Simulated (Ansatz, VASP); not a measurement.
# GaN in VASP and in Ansatz

```
CELL_PARAMETERS angstrom
3.72040 0.00000 0.00000
0.00000 3.72040 0.00000
0.00000 0.00000 3.51381
ATOMIC_POSITIONS crystal
Ga 0.50000 0.50000 0.00000
Ga 0.00000 0.00000 0.00000
N 0.50000 0.00000 0.79410
N 0.00000 0.50000 0.20590
```

Alike in both runs: functional PBE; dispersion D3(BJ); k mesh 6 × 6 × 6; occupations gaussian, width 0.1 eV; no spin polarisation.

Ansatz relaxed the structure, and its values are those at the end. VASP's run is a single point on that final structure, the one shown.

|  | VASP | Ansatz |
| --- | --- | --- |
| version | VASP 6.6.1 | Ansatz 0.2.0 |
| potentials or method | VASP PAW PBE potentials, release 64 (Ga_d, N) | scalar-relativistic, plane waves, PAW |
| plane-wave cutoff (eV) | 520 | 420 |
| valence electrons in the cell | 36 | 36 |

Ansatz gave:

- gap on the k mesh at the Fermi level (eV): 0.55
- least direct gap on the mesh (eV): 0.70
- pressure (GPa): 0.1
- rms of the force components (eV/Å): 0.008

Q: Which values does VASP return?

A: gap on the k mesh at the Fermi level (eV): 0.53; least direct gap on the mesh (eV): 0.68; pressure (GPa): 0.4; rms of the force components (eV/Å): 0.021.

A k mesh can miss the band edges. A hybrid or GW would open this gap; PBE tends to underestimate it.
